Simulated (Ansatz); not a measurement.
**V in Ansatz: convergence with k mesh**

V:

```xyz
1
Lattice="-0.0756 2.0481 1.8549 1.9021 0.0263 1.7529 1.8824 1.9264 0.0461" Properties=species:S:1:pos:R:3 pbc="T T T"
V     0.0000    0.0000    0.0000
```

This isn't the form of V at room conditions, which is bcc.

- Program: Ansatz 0.2.0
- Task: convergence study
- Functional: PBE
- Potentials or basis: Ansatz NC
- Cutoff: 1143 eV (not typed: the program's choice for these potentials)
- k mesh: 4 × 4 × 4
- Occupations: fermi-dirac, width 0.05 eV
- Spin: collinear spin, ferromagnetic start
- Starting moments: [2.0] μB

These are the settings of the first run; the series varies k mesh, with any setting tied to it.

Hardware: 2 threads of Arm Neoverse V1, with other jobs on the host.

Q: The values tried are 4 × 4 × 4, 4 × 5 × 5, 5 × 6 × 6, 7 × 7 × 7, 8 × 9 × 9, 10 × 11 × 11, 13 × 14 × 14, 16 × 17 × 17, 19 × 20 × 20, loosest first. From which on does the energy stay within 1 meV/atom of the tightest run that finished?

A: From 10 × 11 × 11 on.

| k mesh | energy less the tightest run, at zero smearing (meV/atom) | pressure (GPa) | SCF cycles | CPU time (s) | peak memory (GiB) |
| --- | --- | --- | --- | --- | --- |
| 4 × 4 × 4 | -24.12 | 3.26 | 23 | 7.2 | 0.25 |
| 4 × 5 × 5 | -5.92 | 2.77 | 20 | 8.4 | 0.27 |
| 5 × 6 × 6 | 0.34 | 3.53 | 17 | 12 | 0.31 |
| 7 × 7 × 7 | -3.44 | 3.13 | 16 | 21 | 0.38 |
| 8 × 9 × 9 | 3.71 | 3.72 | 19 | 51 | 0.5 |
| 10 × 11 × 11 | 0.65 | 3.24 | 15 | 74 | 0.71 |
| 13 × 14 × 14 | -0.51 | 3.33 | 15 | 160 | 1.2 |
| 16 × 17 × 17 | -0.01 | 3.42 | 16 | 300 | 2 |
| 19 × 20 × 20 | 0.00 | 3.41 | 16 | 490 | 3.1 |

Against the tightest run, the pressure stays within 0.1 GPa from 13 × 14 × 14 on. Meshes of other sizes hit other points, so gaps and Fermi surfaces needn't settle smoothly. The tightest run that finished is the yardstick and may itself not be fully converged.

Caveat, for the tightest run too: the starting moments weren't kept.
